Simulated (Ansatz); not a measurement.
Reactions of C4H7Br (`C=C(Br)CC`).

Gas-phase electronic energies from Ansatz, PBE0-D4/def2-TZVP geometries. CCSD(T)/CBS is the MP2 limit (def2-TZVPP, def2-QZVPP) plus CCSD(T) − MP2 in def2-TZVPP, frozen cores. This one scheme is used for every species, atoms too. For atomizations the MP2-based limit and the directly extrapolated one differ by several kJ/mol either way, and by 10 to 25 for some Ge, Se and Sn compounds, so smaller differences from it don't rank the levels. No spin–orbit coupling; open shells (•) take unrestricted orbitals. Spin–orbit coupling would lower the free atoms: a little for C; clearly for Br. For Br outer-core shells are correlated without core-valence functions, so the limit isn't a true one: a few kJ/mol of doubt a bond, and 10 to 20 or more in all where bonds break to atoms. Scalar relativity is left out up to krypton. Each species was taken in one conformer, which may not be the lowest.

Question: Order these by ΔE at CCSD(T)/CBS, lowest first. (An estimate is asked.)
A. `C=C(Br)CC` + H₂ → `C=CCC` + HBr
B. `C=C(Br)CC` → `C=C(C)CBr`
C. `C=C(Br)CC` + HCl → `C=C(Cl)CC` + HBr
D. `C=C(Br)CC` + H₂ → `C=CBr` + `CC`
E. `C=C(Br)CC` → Br• + 4 C• + 7 H•
F. `C=C(Br)CC` + CH₃OH → `C=C(Br)OC` + `CC`
G. `C=C(Br)CC` + `OC(=S)S` → `CCOC(=S)S` + `C=CBr`

Answer: A (-14.1 kcal/mol), D (-9.0 kcal/mol), B (-1.3 kcal/mol), C (+1.4 kcal/mol), F (+7.7 kcal/mol), G (+16.5 kcal/mol), E (+1125.3 kcal/mol).

Largest T1 diagnostic: 0.017, for `OC(=S)S`.
